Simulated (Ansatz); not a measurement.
# AlCu (Pm-3m) in Ansatz: further runs

The runs below take AlCu through relaxation of cell and atoms, with PBEsol.

Everything below comes from runs of Ansatz 0.2.0. Logs are shortened: lines on timing, memory, paths and dates and some standing lists are left out, and cuts for length are marked.

## Step 1: The crystal as given

Symmetry: Pm-3m, No. 221, cubic system. The conventional cell has a = 2.998 Å, b = 2.998 Å, c = 2.998 Å, α = 90.00°, β = 90.00°, γ = 90.00°. Cu (site symmetry m-3m) has 8 Al at 2.60 Å as nearest neighbours. Around Al (site symmetry m-3m) lie 8 Cu at 2.60 Å.

The cell comes from a database or a generator and needn't be the stable form of this composition.

## Step 2: Relaxation of cell and atoms, PBEsol

input.yaml

```yaml
crystal:
  lattice:
    - [2.997509, 0.0, 0.0]
    - [0.0, 2.997509, 0.0]
    - [0.0, 0.0, 2.997509]
  atoms:
    - { symbol: Cu, position: [0.5, 0.5, 0.5] }
    - { symbol: Al, position: [0.0, 0.0, 0.0] }
hamiltonian:
  xc: pbesol
  pseudopotentials: { kind: paw }
kpoints:
  mp_grid: { grid: [9, 9, 9] }
scf:
  occupations: { method: fermi_dirac, width: 0.05 }
output:
  forces: true
  stress: true
  eigenvalues: true
  write_density: true
  write_potential: true
  elf: true
  volumetric_format: npy
relax:
  f_tol: 0.01
  max_steps: 40
  cell: { stress_tol: 0.05 }
```

Potentials or basis: Ansatz PAW.

Launch:

```
ansatz run input.yaml --threads 2 --pin off --max-ram 5632MiB --backend cpu --events-out ev --progress --plain --runs-dir out
```

Output:

```text
Warning: RAYON_NUM_THREADS=2 ignored (pool sized by the plan → 2); use --threads N
Engine: ansatz 0.2.0, aarch64-unknown-linux-gnu
Pseudopotentials: kind: paw
Pseudopotential: Cu, paw, valence charge 19, recommended cutoff 420 eV (normal), Cu.paw.azcp
Pseudopotential: Al, paw, valence charge 3, recommended cutoff 420 eV (normal), Al.paw.azcp
Functional definition: PBEsol
  exchange = pbesol_x
  correlation = pbesol_c
Crystal: 2 atoms, lattice volume = 26.933 Å³
Basis set: ecut = 420 eV, 515 PW (Γ), exchange–correlation on 48×48×48 points (8 copies of the dense FFT grid, shifted against one another)
Bands: 15, of which v1, the nominal top of the filled ones, is band 11 counted from 1 (10 counted from 0)
Symmetry: 48 space group operations
Space group: Pm-3m (ITA 221), of the structure as read, at distance tolerance 3.0e-5 Å
k-points: 35 of 729
Non-local potential: Cu, projectors of the file, l = 0: 3, l = 1: 2, l = 2: 3, l = 3: 1
Non-local potential: Al, projectors of the file, l = 0: 2, l = 1: 2, l = 2: 1
PAW form: soft (Blöchl's): semilocal exchange-correlation on the pseudo side does not see the compensation charge
PAW frozen core: Cu, regenerated for the run's functional, and the local potential with it (the file was generated under x = pbe(κ = 0.804, μ = 0.2195149727645171), c = pbe(β = 0.06672455060314922))
PAW frozen core: Al, regenerated for the run's functional, and the local potential with it (the file was generated under x = pbe(κ = 0.804, μ = 0.2195149727645171), c = pbe(β = 0.06672455060314922))
PAW one-centre angular grid: Cu, 590 points (default); XC on 64 Gauss nodes
PAW one-centre angular grid: Al, 110 points (default); XC on 64 Gauss nodes
Initial density: superposition of atomic densities (neutral atoms: chi_scale 0, normalization atom), corrected by the library's trained network
Initial wavefunctions: pseudopotential atomic-orbital guess
Functional: x = pbesol(κ = 0.804, μ = 0.12345679012345678), c = pbesol(β = 0.046)
SCF iter   1: F=—  HF=-7113.614577 eV  |F-HF|=—  |Δ(HF+E_count)|=         —  Δρ=1.68e-2  dr2=3.87e-2  ethr=1.77e-3  ⟨swp⟩=4.3  Hψ=2371  notcnv=0
preconditioner: auto → none  [metal: Δε(μ)=0.044 eV  Ē_g=9.631 eV  σ=0.050 eV  W_gap=0.22  n_scr=6 (ndim 8)  ℏωp=26.8 eV  f_vac=0.000  D(μ)=0.90/eV (n_scr^D=6)  sad-step TF]
SCF iter   2: F=—  HF=-7113.607386 eV  |F-HF|=—  |Δ(HF+E_count)|=   7.19e-3  Δρ=2.60e-3  dr2=9.38e-4  ethr=1.76e-4  ⟨swp⟩=2.5  Hψ=1132  notcnv=0  defer=4
SCF iter   3: F=—  HF=-7113.606957 eV  |F-HF|=—  |Δ(HF+E_count)|=   4.30e-4  Δρ=1.34e-3  dr2=2.37e-4  ethr=4.26e-6  ⟨swp⟩=2.1  Hψ=783  notcnv=0  defer=4
SCF iter   4: F=—  HF=-7113.606873 eV  |F-HF|=—  |Δ(HF+E_count)|=   8.38e-5  Δρ=8.45e-5  dr2=1.18e-6  ethr=1.08e-6  ⟨swp⟩=1.8  Hψ=692  notcnv=0  defer=4
SCF iter   5: F=—  HF=-7113.606859 eV  |F-HF|=—  |Δ(HF+E_count)|=   1.41e-5  Δρ=8.74e-6  dr2=7.06e-9  ethr=5.37e-9  ⟨swp⟩=2.0  Hψ=748  notcnv=0  defer=4
SCF iter   6: F=-7113.606859 eV  HF=-7113.606859 eV  |F-HF|=9.09e-12  |Δ(HF+E_count)|=   9.66e-9  Δρ=1.10e-6  dr2=1.33e-10  ethr=3.21e-11  ⟨swp⟩=6.5  Hψ=2611  notcnv=0
SCF 1 converged in 6 iterations: F = -7113.606859 eV  dr2 = 1.33e-10
[... 50 lines left out ...]
SCF iter   5: F=-7113.623262 eV  HF=-7113.623262 eV  |F-HF|=2.73e-12  |Δ(HF+E_count)|=  5.91e-11  Δρ=1.65e-7  dr2=2.47e-12  ethr=1.00e-12  ⟨swp⟩=1.0  Hψ=525  notcnv=0
SCF iter   6: F=-7113.623262 eV  HF=-7113.623262 eV  |F-HF|=9.09e-13  |Δ(HF+E_count)|=  1.82e-12  Δρ=9.82e-9  dr2=4.72e-15  ethr=1.00e-12  ⟨swp⟩=3.1  Hψ=1903  notcnv=0
SCF 5 converged in 6 iterations: F = -7113.623262 eV  dr2 = 4.72e-15
relax step   5: F+E_penalty+E_count = -7113.62326209 eV  Δ(F+E_penalty+E_count) = +4.294e-4 eV  max|allowed force component| = 3.057e-30 eV/Å  Δτ_max = 0.0000 Å  P = -0.003 GPa  Ω = 25.858 Å³  stress off target by 3.39e-3 GPa  SCF on the basis re-selected at this cell (its energy is not comparable with the rows above)  (6 SCF iters)
basis re-selected at this cell: Δ(F+E_penalty+E_count) = +4.294e-4 eV, ΔP = -0.005 GPa vs the last step (what re-selecting the basis moved, of the pressure what is left beyond the Pulay correction that the steps carried, after the strain that the cell walked since its last selection, with what the two solves' SCF thresholds leave and, on support functions, any second-order correction that the steps lacked; it is no measure of the basis error at this ecutwfc). The dense FFT grid was sized anew with the basis: this SCF ran on 20×20×20 points, the steps before it on 24×24×24, so part of this shift can come from that change (see relax.cell in the input reference). This SCF's stress stands 3.39e-3 GPa from its target on what of the cell is left free (relax.cell.stress_tol is 5.00e-2 GPa) and its largest allowed force component is 3.06e-30 eV/Å (relax.f_tol is 1.00e-2 eV/Å): within both
SCF converged after 6 iterations
Free energy (F): -7113.623262 eV
Harris-Foulkes:  -7113.623262 eV  (|F-HF|=9.09e-13)
Internal energy: -7113.616302 eV  (E = F + TS)
E sigma→0 (E₀):  -7113.619782 eV
Entropy (-TS):   -0.006960 eV (-3.480 meV/atom)
Fermi energy:    13.563602 eV
--- Per-component energies (eV) ---
  E_band       = -421.812820
  E_kinetic    = 325.178374
  E_local      = -5150.342009  (includes V_loc(G=0)·N_el)
  E_nonlocal   = 398.426823
  E_hartree    = 2300.024966
  E_xc         = -129.930934
  E_vxc        = -146.555485  (∫ρ·V_xc dr)
  E_paw        = -2078.590880  (= ΣΔE_a)
  E_vpaw       = -448.570764  (= ΣTr[D̂ρ^β])
  E_aug_tail   = 0.000308  (compensation charges beyond the density's cutoff)
  E_ewald      = -2778.608291
  E_core_change = 0.225341  (= ΣΔE_core)
  E_smearing   = -0.006960  (= −TS)
  E_closure    = 0.000000  (closes the sum)
  Σ components = -7113.623262   (vs F -7113.623262, Δ=0.00e0)
--- Forces (eV/Å), atoms counted from 1 ---
  atom   1  Cu    -0.00000000     0.00000000     0.00000000
  atom   2  Al    -0.00000000     0.00000000    -0.00000000
  max |Σ_I F_I| component: 6.97e-30 eV/Å
--- Stress (GPa, compression-positive) ---
       -0.003394      -0.000000       0.000000
       -0.000000      -0.003394      -0.000000
        0.000000      -0.000000      -0.003394
  P = ⅓ Tr σ = -0.0034 GPa (-0.034 kbar)
--- Band table (eV; the first three rows and the last of 35) ---
  k-point 0: bands = ["-100.1943", "-57.7043", "-57.7043", "-57.7043", "1.8017", "8.5433", "8.5433", "9.6422", "9.6422", "9.6422", "17.5425", "17.5425", "17.5425", "20.0049", "20.0049"]
  k-point 1: bands = ["-100.1942", "-57.7054", "-57.7042", "-57.7042", "2.0163", "8.5502", "8.5762", "9.5818", "9.5818", "9.6489", "15.5897", "17.8007", "17.8007", "20.0737", "21.5423"]
  k-point 2: bands = ["-100.1941", "-57.7082", "-57.7040", "-57.7040", "2.6534", "8.4844", "8.6606", "9.4366", "9.4366", "9.6658", "13.0548", "18.5417", "18.5417", "20.2718", "22.8300"]
  k-point 34: bands = ["-100.1929", "-57.7120", "-57.7120", "-57.7120", "7.8867", "8.0360", "8.0360", "9.9964", "9.9964", "12.7555", "14.0550", "14.0550", "15.4402", "16.4508", "16.4508"]
--- Relaxed structure (4 steps of the walk, 4 accepted, 1 SCFs on fresh bases) ---
  F+E_penalty+E_count = -7113.62326209 eV   max|allowed force component| = 3.057e-30 eV/Å   (the final SCF, on the basis selected at the relaxed cell)
  cell:  # Å, volume = 25.8579 Å³
    - [2.957087280654092, 4.453712996395482e-34, -2.2669800387058087e-34]
    - [6.379642940782717e-34, 2.957087280654092, -3.209883240645393e-35]
    - [-9.830267424476513e-35, -3.209883240645393e-35, 2.957087280654092]
  atoms:
    - { symbol: Cu, position: [0.5, 0.5, 0.5] }
    - { symbol: Al, position: [8.031376821476588e-36, -1.3385628035980983e-36, -4.869663111398001e-48] }
```

rho_z.tsv:

```text
# z_ang	rho[e/angstrom^3]
# format = ansatz-planar-average/11
# lattice	2.957087281	0.000000000	-0.000000000
# lattice	0.000000000	2.957087281	-0.000000000
# lattice	-0.000000000	-0.000000000	2.957087281
# sites	2
# site	29	1.478543640	1.478543640	1.478543640
# site	13	0.000000000	-0.000000000	-0.000000000
0.000000	1.861570e-1
0.147854	1.900756e-1
0.295709	2.014262e-1
0.443563	2.226032e-1
0.591417	2.573845e-1
0.739272	3.305601e-1
[... 12 lines left out ...]
2.661379	2.014262e-1
2.809233	1.900756e-1
```

Run time: 3.8 s. Hardware: 2 threads of Arm Neoverse V1, shared host; peak memory 0.3 GiB.

What came out:

* Free energy: -7113.6233 eV
* Relaxed volume: 12.93 Å³/atom
* Relaxed cell: a = 2.957 Å, b = 2.957 Å, c = 2.957 Å, α = 90.00°, β = 90.00°, γ = 90.00°
* Space group after relaxing (to 0.05 Å): Pm-3m (No. 221)
* Energy gained by relaxing: 8.2 meV/atom
* Ionic steps: 5
* Pressure after relaxing: 0.0 GPa
* Band gap on the k mesh: none (metal or under the smearing width)

Step by step:
```tsv
step	energy change (eV)	largest force (eV/Å)	volume (Å³)
1	0.0000	0.0000	26.93
2	-0.0152	0.0000	26.17
3	-0.0168	0.0000	25.83
4	-0.0168	0.0000	25.86
5	-0.0164	0.0000	25.86
```

Final structure:
```
Cu Al
1.0
     2.95709    0.00000    0.00000
     0.00000    2.95709    0.00000
     0.00000    0.00000    2.95709
Cu Al
1 1
Direct
  0.50000 0.50000 0.50000
  0.00000 0.00000 0.00000
```

Caveat: the plane-wave basis is chosen anew once the cell has moved, so the energies of steps on either side of that aren't comparable; the PAW data sets come from PBE, with cores solved anew for the run's functional, which leaves a small shift of forces and pressure.

## Step 3: Relaxation of cell and atoms, PBEsol, target pressure 2 GPa, at which the enthalpy is minimised

Changes to input.yaml since step 2:

```diff
@@ -26,2 +26,2 @@
   max_steps: 40
-  cell: { stress_tol: 0.05 }
+  cell: { stress_tol: 0.05, p_target: 2.0 }
```

Potentials or basis: Ansatz PAW.

Launch:

```
ansatz run input.yaml --threads 2 --pin off --max-ram 5632MiB --backend cpu --events-out ev --progress --plain --runs-dir out
```

Run time: 3.9 s. Hardware: 2 threads of Arm Neoverse V1, shared host; peak memory 0.3 GiB.

It converged, with:

| Property | Result |
| --- | --- |
| Free energy | -7113.6209 eV |
| Relaxed volume | 12.74 Å³/atom |
| Relaxed cell | a = 2.942 Å, b = 2.942 Å, c = 2.942 Å, α = 90.00°, β = 90.00°, γ = 90.00° |
| Space group after relaxing (to 0.05 Å) | Pm-3m (No. 221) |
| Energy change on relaxing (the enthalpy is what falls) | -7.0 meV/atom |
| Ionic steps | 5 |
| Pressure after relaxing | 2.0 GPa |
| Band gap on the k mesh | none (metal or under the smearing width) |

Step by step:
| step | energy change (eV) | largest force (eV/Å) | volume (Å³) |
| --- | --- | --- | --- |
| 1 | 0.0000 | 0.0000 | 26.93 |
| 2 | -0.0168 | 0.0000 | 25.85 |
| 3 | -0.0141 | 0.0000 | 25.43 |
| 4 | -0.0146 | 0.0000 | 25.47 |
| 5 | -0.0140 | 0.0000 | 25.47 |

Final structure:
```
CELL_PARAMETERS angstrom
2.94223 0.00000 0.00000
0.00000 2.94223 0.00000
0.00000 0.00000 2.94223
ATOMIC_POSITIONS crystal
Cu 0.50000 0.50000 0.50000
Al 0.00000 0.00000 0.00000
```

Levels at points of the mesh, in eV from the Fermi level:
| k point | band 8 | band 9 | band 10 | band 11 | band 12 | band 13 | band 14 | band 15 |
| --- | --- | --- | --- | --- | --- | --- | --- | --- |
| (0.00, 0.00, 0.00) | -3.98 | -3.98 | -3.98 | 4.01 | 4.01 | 4.01 | 6.46 | 6.46 |

Caveat: the plane-wave basis is chosen anew once the cell has moved, so the energies of steps on either side of that aren't comparable; the PAW data sets come from PBE, with cores solved anew for the run's functional, which leaves a small shift of forces and pressure.
